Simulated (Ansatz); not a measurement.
# PbS (Pm-3m) in Ansatz: convergence with wavefunction cutoff

Aim: find how far wavefunction cutoff must go before the results for PbS settle, at r2SCAN. This setting moves, with any that are tied to it; all else stays.

Everything below comes from runs of Ansatz 0.2.0. Logs are shortened: lines on timing, memory, paths and dates and some standing lists are left out, and cuts for length are marked.

## 1. The structure

The structure is cubic, space group Pm-3m (No. 221). The conventional cell has a = 3.654 Å, b = 3.654 Å, c = 3.654 Å, α = 90.00°, β = 90.00°, γ = 90.00°. Pb (site symmetry m-3m) has 8 S at 3.16 Å as nearest neighbours. S (site symmetry m-3m) is surrounded by 8 Pb at 3.16 Å.

Measurements of this composition are mostly on another form, of space group No. 225.

## 2. With wavefunction cutoff 200 eV

Input file input.yaml:

```yaml
crystal:
  lattice:
    - [3.653659, 0.0, 0.0]
    - [0.0, 3.653659, 0.0]
    - [0.0, 0.0, 3.653659]
  atoms:
    - { symbol: Pb, position: [0.0, 0.0, 0.0] }
    - { symbol: S, position: [0.5, 0.5, 0.5] }
hamiltonian:
  xc: r2scan
  pseudopotentials: { kind: paw_fr }
magnetization:
  noncollinear: true
  spin_orbit: true
kpoints:
  mp_grid: { grid: [6, 6, 6] }
scf:
  occupations: { method: gaussian, width: 0.05 }
output:
  forces: true
  stress: true
  eigenvalues: true
basis:
  ecutwfc: "200 eV"
```

Potentials or basis: Ansatz PAW.

Launch:

```console
> ansatz run input.yaml --threads 2 --pin off --max-ram 5632MiB --backend cpu --events-out ev --progress --plain --runs-dir out
```

What it wrote:

```text
Warning: basis.ecutwfc = 200 eV is below the records' recommended 500 eV, and the density's cutoff is lower with it unless basis.ecutrho_ratio is high enough to keep the records' density cutoff: compare with a run at a higher cutoff
Warning: RAYON_NUM_THREADS=2 ignored (pool sized by the plan → 2); use --threads N
Engine: ansatz 0.2.0, aarch64-unknown-linux-gnu
Pseudopotentials: kind: paw_fr
Pseudopotential: Pb, paw_fr, valence charge 14, recommended cutoff 500 eV (meta_gga), Pb.paw.azcp#standard-fr
Pseudopotential: S, paw_fr, valence charge 6, recommended cutoff 500 eV (meta_gga), S.paw.azcp#standard-fr
Functional definition: r2SCAN
  parameter k0 = 0.174
  parameter k1 = 0.065
  parameter a1 = 4.9479
  exchange = r2scan_x(k0 = k0, k1 = k1, a1 = a1)
  correlation = r2scan_c
non-collinear run that drives no moment, with spin-orbit: no starting moment large enough to seed its density (crystal.atoms[].spin), no starting occupations that ask for one, no magnetisation constraint and no magnetic field, so the semilocal B_xc is pinned to zero
Crystal: 2 atoms, lattice volume = 48.774 Å³
Basis set: ecut = 200 eV, 305 PW (Γ), exchange–correlation on 72×72×72 points (64 copies of the dense FFT grid, shifted against one another)
Bands: 28, of which v1, the nominal top of the filled ones, is band 20 counted from 1 (19 counted from 0)
Symmetry: 48 space group operations + 48 with time reversal
Magnetic group: BNS 221.93 (UNI 1595), of the structure as read, at distance tolerance 3.7e-5 Å
k-points: 20 of 216
Projection manifold: j_resolved (fully-relativistic pseudo-atomic orbitals)
Non-local potential: Pb, projectors of the file, l = 0: 2, l = 1: 4, l = 2: 4, l = 3: 4
Non-local potential: S, projectors of the file, l = 0: 2, l = 1: 4, l = 2: 4
PAW form: soft (Blöchl's): semilocal exchange-correlation on the pseudo side does not see the compensation charge
PAW frozen core: Pb, regenerated for the run's functional (the file was generated under x = pbe(κ = 0.804, μ = 0.2195149727645171), c = pbe(β = 0.06672455060314922))
PAW frozen core: S, regenerated for the run's functional (the file was generated under x = pbe(κ = 0.804, μ = 0.2195149727645171), c = pbe(β = 0.06672455060314922))
PAW one-centre angular grid: Pb, 590 points (default); XC on 303 of its mesh's 2897 points in the sphere
PAW one-centre angular grid: S, 302 points (default); XC on 160 Gauss nodes
Initial density: superposition of atomic densities (chi_scale 0.1, normalization cell, long waves kept (reshape's long-wave potential 0.00 eV rms))
Initial wavefunctions: pseudopotential atomic-orbital guess
Functional: x = r2scan, c = r2scan; τ floored in thin density (d = 2e-4 eV/Å³)
SCF iter   1: F=—  HF=-12788.270407 eV  |F-HF|=—  |Δ(HF+E_count)|=         —  Δρ=6.45e-2  dr2=2.40e0  dr2_τ=2.68e-2  dr2_m=0.00e0 (ungated)  ethr=3.10e-3  |M|=0.00e0 ∫|m|=0.00e0 μB  |m|>n=0.0e0 m-floor=0.0e0 τ_xc=0.0e0  β_m=0.30  ⟨swp⟩=9.0  Hψ=1631  notcnv=0  defer=2
preconditioner: auto → none  [insulator: Δε(μ)=0.898 eV  Ē_g=16.005 eV  σ=0.050 eV  W_gap=0.67  n_scr=6 (ndim 8)  ℏωp=23.8 eV  f_vac=0.000  D(μ)=0.29/eV (n_scr^D=0)  ε∞_Penn≈3.2]
SCF iter   2: F=—  HF=-12787.720994 eV  |F-HF|=—  |Δ(HF+E_count)|=   5.49e-1  Δρ=3.39e-2  dr2=3.00e-1  dr2_τ=9.39e-3  dr2_m=0.00e0 (ungated)  ethr=3.10e-3  |M|=0.00e0 ∫|m|=0.00e0 μB  |m|>n=0.0e0 m-floor=0.0e0 τ_xc=0.0e0  β_m=0.37  ⟨swp⟩=3.4  Hψ=673  notcnv=0  defer=44
SCF iter   3: F=—  HF=-12787.750827 eV  |F-HF|=—  |Δ(HF+E_count)|=   2.98e-2  Δρ=1.58e-2  dr2=4.67e-2  dr2_τ=1.09e-3  dr2_m=0.00e0 (ungated)  ethr=1.50e-3  |M|=0.00e0 ∫|m|=0.00e0 μB  |m|>n=0.0e0 m-floor=0.0e0 τ_xc=0.0e0  β_m=0.53  ⟨swp⟩=3.3  Hψ=591  notcnv=0  defer=44
SCF iter   4: F=—  HF=-12787.787078 eV  |F-HF|=—  |Δ(HF+E_count)|=   3.63e-2  Δρ=2.74e-3  dr2=1.65e-3  dr2_τ=6.34e-5  dr2_m=0.00e0 (ungated)  ethr=2.33e-4  |M|=0.00e0 ∫|m|=0.00e0 μB  |m|>n=0.0e0 m-floor=0.0e0 τ_xc=0.0e0  β_m=0.63  ⟨swp⟩=2.8  Hψ=421  notcnv=0  defer=44
SCF iter   5: F=—  HF=-12787.789051 eV  |F-HF|=—  |Δ(HF+E_count)|=   1.97e-3  Δρ=1.98e-4  dr2=1.65e-5  dr2_τ=5.00e-7  dr2_m=0.00e0 (ungated)  ethr=8.23e-6  |M|=0.00e0 ∫|m|=0.00e0 μB  |m|>n=0.0e0 m-floor=0.0e0 τ_xc=0.0e0  β_m=0.76  ⟨swp⟩=2.7  Hψ=429  notcnv=0  defer=44
SCF iter   6: F=—  HF=-12787.789053 eV  |F-HF|=—  |Δ(HF+E_count)|=   1.80e-6  Δρ=4.92e-5  dr2=1.38e-6  dr2_τ=1.23e-8  dr2_m=0.00e0 (ungated)  ethr=8.23e-8  |M|=0.00e0 ∫|m|=0.00e0 μB  |m|>n=0.0e0 m-floor=0.0e0 τ_xc=0.0e0  β_m=0.88  ⟨swp⟩=2.0  Hψ=461  notcnv=0  defer=44
SCF iter   7: F=-12787.789053 eV  HF=-12787.789053 eV  |F-HF|=9.82e-9  |Δ(HF+E_count)|=   1.85e-7  Δρ=4.36e-6  dr2=1.89e-8  dr2_τ=1.52e-10  dr2_m=0.00e0 (ungated)  ethr=5.00e-10  |M|=0.00e0 ∫|m|=0.00e0 μB  |m|>n=0.0e0 m-floor=0.0e0 τ_xc=0.0e0  ⟨swp⟩=8.7  Hψ=1468  notcnv=0
SCF 1 converged in 7 iterations: F = -12787.789053 eV  dr2 = 1.89e-8
SCF converged after 7 iterations
Magnetization: |M| = 0.0000 μB,  M = (+0.0000, +0.0000, +0.0000) μB
Absolute magnetization: 0.0000 μB (∫|m|)
  site 0: m = (+0.0000, +0.0000, +0.0000) μB, |m| = 0.0000 μB  (R = 1.31 Å)
  site 1: m = (+0.0000, +0.0000, +0.0000) μB, |m| = 0.0000 μB  (R = 1.31 Å)
Free energy (F): -12787.789053 eV
Harris-Foulkes:  -12787.789053 eV  (|F-HF|=9.82e-9)
Internal energy: -12787.788514 eV  (E = F + TS)
E sigma→0 (E₀):  -12787.788783 eV
Entropy (-TS):   -0.000539 eV (-0.270 meV/atom)
Fermi energy:    8.831430 eV
--- Per-component energies (eV) ---
  E_band       = -57.701926
  E_kinetic    = 413.979931
  E_local      = -1123.478705  (includes V_loc(G=0)·N_el)
  E_nonlocal   = 353.669039
  E_hartree    = 427.081999
  E_xc         = -305.598671
  E_vxc        = -247.165505  (∫ρ·V_xc dr)
  E_paw        = -10991.644156  (= ΣΔE_a)
  E_vpaw       = -324.293981  (= ΣTr[D̂ρ^β])
  E_aug_tail   = 0.000946  (compensation charges beyond the density's cutoff)
  E_vtau       = 15.421521  (kinetic-family band-sum trace: ∫τ·v_τ [+ j·A + Jᵃ·Aᵃ] dr)
  E_ewald      = -1562.626095
  E_core_change = 0.827198  (= ΣΔE_core)
  E_smearing   = -0.000539  (= −TS)
  E_closure    = -0.000000  (closes the sum)
  Σ components = -12787.789053   (vs F -12787.789053, Δ=0.00e0)
--- Forces (eV/Å), atoms counted from 1 ---
  atom   1  Pb    -0.00000000     0.00000000     0.00000000
  atom   2  S      0.00000000     0.00000000     0.00000000
  max |Σ_I F_I| component: 7.23e-30 eV/Å
--- Stress (GPa, compression-positive) ---
       -0.960215      -0.000000       0.000000
        0.000000      -0.960215       0.000000
        0.000000       0.000000      -0.960215
  P = ⅓ Tr σ = -0.9602 GPa (-9.602 kbar)
--- Band table (eV; the first three rows and the last of 20) ---
  k-point 0: bands = ["-10.8388", "-10.8388", "-10.8388", "-10.8388", "-8.2225", "-8.2225", "-8.2225", "-8.2225", "-8.1095", "-8.1095", "-4.7764", "-4.7764", "1.8543", "1.8543", "6.9432", "6.9432", "7.3316", "7.3316", "7.3316", "7.3316", "14.3743", "14.3743", "15.0471", "15.0471", "15.0471", "15.0471", "16.8084", "16.8084"]
  k-point 1: bands = ["-10.9531", "-10.9531", "-10.8842", "-10.8842", "-8.3501", "-8.3501", "-8.2598", "-8.2598", "-8.1518", "-8.1518", "-4.5469", "-4.5469", "1.3585", "1.3585", "7.0622", "7.0622", "7.4244", "7.4244", "7.5325", "7.5325", "13.2092", "13.2092", "14.9244", "14.9244", "15.1569", "15.1569", "16.0182", "16.0182"]
  k-point 2: bands = ["-10.9312", "-10.9312", "-10.9161", "-10.9161", "-8.3332", "-8.3332", "-8.2829", "-8.2829", "-8.1654", "-8.1654", "-3.9140", "-3.9140", "0.1824", "0.1824", "7.6231", "7.6231", "7.9434", "7.9434", "8.0370", "8.0370", "11.0374", "11.0374", "13.4534", "13.4534", "14.5738", "14.5738", "15.7132", "15.7132"]
  k-point 19: bands = ["-10.8854", "-10.8854", "-10.8854", "-10.8854", "-8.2568", "-8.2568", "-8.2161", "-8.2161", "-8.2161", "-8.2161", "-2.3876", "-2.3876", "2.4000", "2.4000", "6.3711", "6.3711", "6.3760", "6.3760", "6.3760", "6.3760", "7.7161", "7.7161", "9.2114", "9.2114", "9.2114", "9.2114", "23.7689", "23.7689"]
```

Run time: 2.2 s. Hardware: 2 threads of Arm Neoverse V2, shared host; peak memory 0.39 GiB.

Results:

- Free energy: -12787.7891 eV
- Pressure: -1.0 GPa
- Band gap on the k mesh: none (metal or under the smearing width)

## 3. With wavefunction cutoff 250 eV

Edit input.yaml of step 2 so:

```diff
@@ -23,2 +23,2 @@
 basis:
-  ecutwfc: "200 eV"
+  ecutwfc: "250 eV"
```

Potentials or basis: Ansatz PAW.

Launch:

```console
> ansatz run input.yaml --threads 2 --pin off --max-ram 5632MiB --backend cpu --events-out ev --progress --plain --runs-dir out
```

Run time: 2.4 s. Hardware: 2 threads of Arm Neoverse V2, shared host; peak memory 0.4 GiB.

What came out:

```
Free energy            : -12792.8427 eV
Pressure               : -0.8 GPa
Band gap on the k mesh : none (metal or under the smearing width)
```

## 4. With wavefunction cutoff 300 eV

Edit input.yaml of step 3 so:

```diff
@@ -23,2 +23,2 @@
 basis:
-  ecutwfc: "250 eV"
+  ecutwfc: "300 eV"
```

Launch:

```console
> ansatz run input.yaml --threads 2 --pin off --max-ram 5632MiB --backend cpu --events-out ev --progress --plain --runs-dir out
```

Run time: 3.3 s. Hardware: 2 threads of Arm Neoverse V2, shared host; peak memory 0.44 GiB.

Results:

| Quantity | Value |
| --- | --- |
| Free energy | -12793.5171 eV |
| Pressure | -0.8 GPa |
| Band gap on the k mesh | none (metal or under the smearing width) |

## 5. With wavefunction cutoff 350 eV

Edit input.yaml of step 4 so:

```diff
@@ -23,2 +23,2 @@
 basis:
-  ecutwfc: "300 eV"
+  ecutwfc: "350 eV"
```

Launch:

```console
> ansatz run input.yaml --threads 2 --pin off --max-ram 5632MiB --backend cpu --events-out ev --progress --plain --runs-dir out
```

It took 3.5 s on 2 threads of Arm Neoverse V2, shared host; peak memory 0.46 GiB.

Results:

```
Free energy            : -12793.5696 eV
Pressure               : -0.9 GPa
Band gap on the k mesh : none (metal or under the smearing width)
```

## 6. With wavefunction cutoff 400 eV

Edit input.yaml of step 5 so:

```diff
@@ -23,2 +23,2 @@
 basis:
-  ecutwfc: "350 eV"
+  ecutwfc: "400 eV"
```

Potentials or basis: Ansatz PAW.

Launch:

```console
> ansatz run input.yaml --threads 2 --pin off --max-ram 5632MiB --backend cpu --events-out ev --progress --plain --runs-dir out
```

Wall time 3.8 s (2 threads of Arm Neoverse V2, shared host); peak memory 0.47 GiB.

Results (log left out):

```
Free energy            : -12793.5719 eV
Pressure               : -0.9 GPa
Band gap on the k mesh : none (metal or under the smearing width)
```

## 7. With wavefunction cutoff 450 eV

Edit input.yaml of step 6 so:

```diff
@@ -23,2 +23,2 @@
 basis:
-  ecutwfc: "400 eV"
+  ecutwfc: "450 eV"
```

Launch:

```console
> ansatz run input.yaml --threads 2 --pin off --max-ram 5632MiB --backend cpu --events-out ev --progress --plain --runs-dir out
```

Run time: 5.5 s. Hardware: 2 threads of Arm Neoverse V2, shared host; peak memory 0.52 GiB.

It converged, with:

| Property | Result |
| --- | --- |
| Free energy | -12793.5733 eV |
| Pressure | -0.9 GPa |
| Band gap on the k mesh | none (metal or under the smearing width) |

## 8. With wavefunction cutoff 500 eV

Edit input.yaml of step 7 so:

```diff
@@ -23,2 +23,2 @@
 basis:
-  ecutwfc: "450 eV"
+  ecutwfc: "500 eV"
```

Launch:

```console
> ansatz run input.yaml --threads 2 --pin off --max-ram 5632MiB --backend cpu --events-out ev --progress --plain --runs-dir out
```

Wall time 6.1 s (2 threads of Arm Neoverse V2, shared host); peak memory 0.53 GiB.

It converged, with:

| Property | Result |
| --- | --- |
| Free energy | -12793.5742 eV |
| Pressure | -0.9 GPa |
| Band gap on the k mesh | none (metal or under the smearing width) |

## 9. With wavefunction cutoff 600 eV

Edit input.yaml of step 8 so:

```diff
@@ -23,2 +23,2 @@
 basis:
-  ecutwfc: "500 eV"
+  ecutwfc: "600 eV"
```

Potentials or basis: Ansatz PAW.

Launch:

```console
> ansatz run input.yaml --threads 2 --pin off --max-ram 5632MiB --backend cpu --events-out ev --progress --plain --runs-dir out
```

Run time: 7.3 s. Hardware: 2 threads of Arm Neoverse V2, shared host; peak memory 0.6 GiB.

It converged, with:

| Item | Value |
| --- | --- |
| Free energy | -12793.5749 eV |
| Pressure | -0.8 GPa |
| Band gap on the k mesh | none (metal or under the smearing width) |

## 10. With wavefunction cutoff 800 eV

Edit input.yaml of step 9 so:

```diff
@@ -23,2 +23,2 @@
 basis:
-  ecutwfc: "600 eV"
+  ecutwfc: "800 eV"
```

Launch:

```console
> ansatz run input.yaml --threads 2 --pin off --max-ram 5632MiB --backend cpu --events-out ev --progress --plain --runs-dir out
```

It took 10 s on 2 threads of Arm Neoverse V2, shared host; peak memory 0.75 GiB.

It converged, with:

- Free energy: -12793.5757 eV
- Pressure: -0.9 GPa
- Band gap on the k mesh: none (metal or under the smearing width)

## 11. The series at a glance

| wavefunction cutoff | energy less the tightest run, at zero smearing (meV/atom) | pressure (GPa) | SCF cycles | CPU time (s) | peak memory (GiB) |
| --- | --- | --- | --- | --- | --- |
| 200 eV | 2893.13 | -0.96 | 7 | 4.1 | 0.39 |
| 250 eV | 366.36 | -0.79 | 7 | 4.5 | 0.4 |
| 300 eV | 29.30 | -0.78 | 7 | 6.2 | 0.44 |
| 350 eV | 3.07 | -0.85 | 7 | 6.6 | 0.46 |
| 400 eV | 1.92 | -0.85 | 7 | 7.1 | 0.47 |
| 450 eV | 1.19 | -0.85 | 8 | 11 | 0.52 |
| 500 eV | 0.77 | -0.85 | 8 | 12 | 0.53 |
| 600 eV | 0.40 | -0.85 | 8 | 14 | 0.6 |
| 800 eV | 0.00 | -0.85 | 8 | 20 | 0.75 |

Against the tightest run, the energy stays within 1 meV/atom from 500 eV on; the pressure stays within 0.1 GPa from 250 eV on. The tightest run that finished is the yardstick and may itself not be fully converged.

Caveats: the PAW data sets come from PBE, with cores solved anew for the run's functional, which leaves a small shift of forces and pressure.
